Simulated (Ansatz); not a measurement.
Level of theory: DFT PBE, scalar-relativistic, plane waves, PAW (Ansatz 0.2.0). Cutoff 420 eV, Γ-centred 10×10×10 mesh (2-atom cell), Gaussian smearing of 0.02 eV, no spin polarisation.

Formation energies are uncorrected and count from the elements' standard states at the same level.

Q: Propose a candidate for a cubic wide-gap insulator that holds H and 1 more element, with a gap near 4.2 eV, a formation energy near −0.37 eV/atom and a density near 0.67 g/cm³, in a cell of 2 atoms.

A: LiH, space group F-43m (No. 216). Li has 4 H at 1.86 Å; H has 4 Li at 1.86 Å.

```
Li H
1.0
     0.00000    2.14418    2.14418
     2.14418    0.00000    2.14418
     2.14418    2.14418    0.00000
Li H
1 1
Direct
  0.00000 0.00000 0.00000
  0.75000 0.75000 0.75000
```

The volume per atom is 9.86 Å³, the density is 0.67 g/cm³ and the energy over the elements is −0.369 eV/atom. The gap on the 10×10×10 mesh of the 2-atom cell is 4.24 eV.

The structure comes from a generated guess, relaxed at this level; another structure or a mixture of phases may lie lower. The answer needn't be unique; the calculation gave this one.

Kohn–Sham gaps at this level usually fall short of measured ones. With hydrogen, zero-point motion can shift formation energies by some tens of meV/atom. A structure relaxed within its symmetry needn't be a true minimum.
